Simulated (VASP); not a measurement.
# CdTe in VASP: reference runs

Aim: a first look at CdTe with PBE, on the cell as given.

Program: VASP 6.6.1. These are calculated values, not measurements. Logs are shortened: lines on timing, memory, paths and dates and some standing lists are left out, and cuts for length are marked.

## Step 1: The sheet as given

The cell holds a sheet with vacuum, 2 atoms: a = 3.038 Å, b = 3.038 Å, c = 31.570 Å, α = 90.00°, β = 90.00°, γ = 90.00°.

The cell was built by a generator and needn't be a form met in nature.

## Step 2: Single point, PBE

Contents of INCAR:

```
SYSTEM = CdTe
PREC     = Accurate       ! precision mode
ENCUT    = 520            ! plane-wave cutoff, eV
EDIFF    = 1E-7           ! SCF threshold, eV
ISMEAR   = -1             ! smearing method
SIGMA    = 0.05           ! smearing width, eV
LREAL    = .FALSE.        ! projectors in reciprocal space
LASPH    = .TRUE.         ! aspherical terms in the spheres
NELM     = 60             ! most SCF steps
ALGO     = Normal         ! electronic algorithm
ISIF     = 2              ! what is computed and relaxed
LWAVE    = .FALSE.        ! write WAVECAR
LCHARG   = .FALSE.        ! write CHGCAR
LDIPOL   = .TRUE.       
IDIPOL   = 3            
DIPOL    = 0.5 0.5 0.285
GGA      = PE             ! functional
NBANDS   = 16             ! bands
```

Contents of KPOINTS:

```
Automatic mesh
0
G
  9 9 1
  0 0 0
```

Contents of POSCAR:

```
CdTe
1.0
    3.0380000000      0.0000000000      0.0000000000
    0.0000000000      3.0380000000      0.0000000000
    0.0000000000      0.0000000000     31.5700000000
Cd Te
1 1
Direct
    0.0000000000      0.0000000000      0.2383800000
    0.5000000000      0.5000000000      0.3317800000
```

Potentials or basis: VASP PAW PBE potentials, release 64 (Cd, Te).

Started as:

```bash
> cat potpaw_PBE.64/Cd/POTCAR potpaw_PBE.64/Te/POTCAR > POTCAR
> mpirun -np 1 vasp_std > vasp.out
```

OUTCAR:

```text
SYSTEM = CdTe
   PREC = Accurate
   ENCUT = 520
   EDIFF = 1E-7
   ISMEAR = -1
   LREAL = .FALSE.
   LASPH = .TRUE.
   NELM = 60
   ISIF = 2
   GGA = PE

 ion  position               nearest neighbor table
   1  0.000  0.000  0.238-   2 3.65   2 3.65   2 3.65   2 3.65
   2  0.500  0.500  0.332-   1 3.65   1 3.65   1 3.65   1 3.65

  LATTYP: Found a simple tetragonal cell.
 ALAT       =     3.0380000000
 C/A-ratio  =    10.3917050691

  Lattice vectors:

 A1 = (   3.0380000000,   0.0000000000,   0.0000000000)
 A2 = (   0.0000000000,   3.0380000000,   0.0000000000)
 A3 = (   0.0000000000,   0.0000000000,  31.5700000000)

Analysis of symmetry for initial positions (statically):
=====================================================================
 Subroutine PRICEL returns:
 Original cell was already a primitive cell.

 Routine SETGRP: Setting up the symmetry group for a
 simple tetragonal supercell.

 Subroutine GETGRP returns: Found  8 space group operations
 (whereof  8 operations were pure point group operations)
 out of a pool of 16 trial point group operations.

The static configuration has the point symmetry C_4v.

Analysis of symmetry for dynamics (positions and initial velocities):
=====================================================================
 Subroutine PRICEL returns:
 Original cell was already a primitive cell.

 Routine SETGRP: Setting up the symmetry group for a
 simple tetragonal supercell.

 Subroutine GETGRP returns: Found  8 space group operations
 (whereof  8 operations were pure point group operations)
 out of a pool of 16 trial point group operations.

The dynamic configuration has the point symmetry C_4v.

 Subroutine INISYM returns: Found  8 space group operations
 (whereof  8 operations are pure point group operations),
 and found     1 'primitive' translations

----------------------------------------------------------------------------------------

                                     Primitive cell

  volume of cell :     291.3735

  direct lattice vectors                    reciprocal lattice vectors
     3.038000000  0.000000000  0.000000000     0.329163924  0.000000000  0.000000000
     0.000000000  3.038000000  0.000000000     0.000000000  0.329163924  0.000000000
     0.000000000  0.000000000 31.570000000     0.000000000  0.000000000  0.031675641

  length of vectors
     3.038000000  3.038000000 31.570000000     0.329163924  0.329163924  0.031675641

  position of ions in fractional coordinates (direct lattice)
     0.000000000  0.000000000  0.238380000
[... 75 lines left out ...]
   ISYM   =      2    0-nonsym 1-usesym 2-fastsym
   POTIM  = 0.5000    time-step for ionic-motion
   TEBEG  =    0.0;   TEEND  =   0.0 temperature during run
   PSTRESS=    0.0 pullay stress
   NELECT =      18.0000    total number of electrons
   NUPDOWN=      -1.0000    fix difference up-down
   EMIN   =  10.00;   EMAX   =-10.00  energy-range for DOS
   EFERMI =   0.00;   METHOD = LEGACY
   ISMEAR =    -1;   SIGMA  =   0.05  broadening in eV -4-tet -1-fermi 0-gaus
   EFERMI_NEDOS =   21; number of points for ismear=-14 and -15
   IALGO  =     38    algorithm
   IMIX   =      4    mixing-type and parameters
     AMIX     =   0.40;   BMIX     =  1.00
     AMIX_MAG =   1.60;   BMIX_MAG =  1.00
  volume/ion in A,a.u.               =     145.69       983.14
  Fermi-wavevector in a.u.,A,eV,Ry     =   0.647166  1.222966  5.698442  0.418824
  Thomas-Fermi vector in A             =   1.715385
   LORBIT       =      0    0 simple, 1 ext, 2 COOP (PROOUT), +10 PAW based schemes
   GGA     = PE    functional components
   LHFCALC =     F    Hartree Fock is set to
   AEXX    =    0.0000 exact exchange contribution
   IVDW    =     0    specifies the selected vdW correction
   LEPSILON=     F    determine dielectric tensor
   LRPA    =     F    only Hartree local field effects (RPA)
 non-spin polarized calculation
  energy-cutoff  :      520.00
  volume of cell :      291.37
 maximum number of plane-waves:      7888
 NGX is ok and might be reduce to    24
   NGX = 11   NGY = 11   NGZ =117

 dipolmoment           0.000000      0.000000     -0.000009 electrons x Angstroem

 number of electron      17.9999992 magnetization

 dipolmoment           0.000000      0.000000      0.038272 electrons x Angstroem

 Free energy of the ion-electron system (eV)
  ---------------------------------------------------
  ext. energy  EPLUGINS =         0.00000000
  ---------------------------------------------------
  free energy    TOTEN  =        -3.58119537 eV

  energy without entropy =       -3.57470550  energy(sigma->0) =       -3.57795043

 E-fermi :  -2.7319     XC(G=0):  -2.3114

 val. band max:       -2.8847228860   @ k =   0.3333   0.2222   0.0000
 cond. band min:      -2.7030958965   @ k =   0.3333   0.3333   0.0000
 fundamental gap:      0.1816269894
 Fermi energy:        -2.7319082832

 k-point     1 :       0.0000    0.0000    0.0000
  band No.  band energies     occupation
      1     -15.8985      2.00000
      2     -11.7364      2.00000
      3     -11.4090      2.00000
      4     -10.7540      2.00000
      5     -10.7540      2.00000
      6     -10.5694      2.00000
[... 262 lines left out ...]
      3     -11.1519      2.00000
      4     -11.0841      2.00000
      5     -10.7474      2.00000
      6     -10.3030      2.00000
[... 8 lines left out ...]
     15       4.7396      0.00000
     16       4.8982      0.00000

------------------------ aborting loop because EDIFF is reached ----------------------------------------

 vacuum level on the upper side and lower side of the slab       (xc-potential included)         0.361        -0.376

  FORCE on cell =-STRESS in cart. coord.  units (eV):
  Direction    XX          YY          ZZ          XY          YZ          ZX
  --------------------------------------------------------------------------------------
  -------------------------------------------------------------------------------------
  Total        0.6166993      0.6166993      0.3259768      0.0000000      0.0000000      0.0000000
  in kB        3.3910480      3.3910480      1.7924507      0.0000000      0.0000000      0.0000000
  external PRESSURE =       2.8581822 kB  Pullay stress =       0.0000000 kB

 VOLUME and BASIS-vectors are now :
 -----------------------------------------------------------------------------
  energy-cutoff  :      520.00
  volume of cell :      291.37
      direct lattice vectors                 reciprocal lattice vectors
     3.038000000  0.000000000  0.000000000     0.329163924  0.000000000  0.000000000
     0.000000000  3.038000000  0.000000000     0.000000000  0.329163924  0.000000000
     0.000000000  0.000000000 31.570000000     0.000000000  0.000000000  0.031675641

 POSITION                                       TOTAL-FORCE (eV/Angst)
 -----------------------------------------------------------------------------------
      0.00000      0.00000      7.52566         0.000000      0.000000     -0.111254
      1.51900      1.51900     10.47429        -0.000000      0.000000      0.111254
 -----------------------------------------------------------------------------------
    total drift:                               -0.000000      0.000000     -0.000036

  FREE ENERGIE OF THE ION-ELECTRON SYSTEM (eV)
  ---------------------------------------------------
  free  energy   TOTEN  =        -3.5811953717 eV

  energy  without entropy=       -3.5747054974  energy(sigma->0) =       -3.57795043

 vacuum level on the upper side and lower side of the slab         2.101         1.351
```

Wall time 80 s (1 thread of AMD EPYC 7R13 (Zen 3), shared host); peak memory 0.35 GiB.

What came out:

| Item | Value |
| --- | --- |
| Free energy | -3.5812 eV |
| Largest force | 0.111 eV/Å |
| Band gap on the k mesh | none (metal or under the smearing width) |

Forces on the atoms (eV/Å):
```
Cd   0.000  0.000 -0.111
Te   0.000  0.000  0.111
```

Levels at points of the mesh, in eV from the Fermi level:
```tsv
k point	band 6	band 7	band 8	band 9	band 10	band 11	band 12	band 13
(0.00, 0.00, 0.00)	-7.84	-5.71	-2.90	1.60	2.88	2.88	3.95	4.30
```

The run has no spin-orbit coupling, so splittings on Te are missing.
